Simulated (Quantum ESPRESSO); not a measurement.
CuO, 2 atoms in the cell. It takes space group Pm-3m (No. 221, cubic). Conventional cell: a = 2.553 Å, b = 2.553 Å, c = 2.553 Å, α = 90.00°, β = 90.00°, γ = 90.00°. Cu (site symmetry m-3m) is surrounded by 8 O at 2.21 Å. O (site symmetry m-3m) is surrounded by 8 Cu at 2.21 Å. Measurements of this composition are mostly on another form, of space group No. 15.

- Program: Quantum ESPRESSO 7.5
- Task: projected density of states
- Functional: LDA
- Potentials or basis: GBRV 1.5 LDA
- Cutoff: 612 eV
- Density cutoff: 4898 eV
- k mesh: 3 × 3 × 3
- Occupations: gaussian, width 0.05 eV
- Spin: collinear spin, zero start
- Starting moments: [0.0, 0.0] μB
- Fixed moment: 0 μB
- Hubbard terms: Cu d U = 4 eV
- Hubbard projectors: ortho-atomic
- Double: 1
- Magnetic state asked for: nm_spin
- Moments locked: total
- Start of the occupations: eg_first
- Form of the LDA correlation: PZ81
- Formal shell electrons: 1 d9
- Mixing beta: 0.3
- Iterations with occupations held: 8
- Dos occupations: tetrahedra_opt
- Nosym: yes
- SCF threshold: 5e-07 Ry
- Most SCF iterations: 100
- Mixing ndim: 12

Potentials or basis: GBRV 1.5 LDA.

Command:

```bash
$ OMP_NUM_THREADS=1 pw.x -in start.in > start.out
$ cp occup.txt tmp/pwscf.save/occup.txt
$ OMP_NUM_THREADS=1 pw.x -in pw.in > pw.out
$ OMP_NUM_THREADS=1 pw.x -in nscf.in > nscf.out
$ OMP_NUM_THREADS=1 projwfc.x -in projwfc.in > projwfc.out
```

Hardware: 1 thread of Arm Neoverse V1, with other jobs on the host.

Q: How long does it take, and how much memory?

A: Run time: 56 s on 1 thread of Arm Neoverse V1, on a shared host, peak memory 0.1 GiB. Counts: scf iterations 51, k pools 1, bands 22, k points 14, g dense 13037.
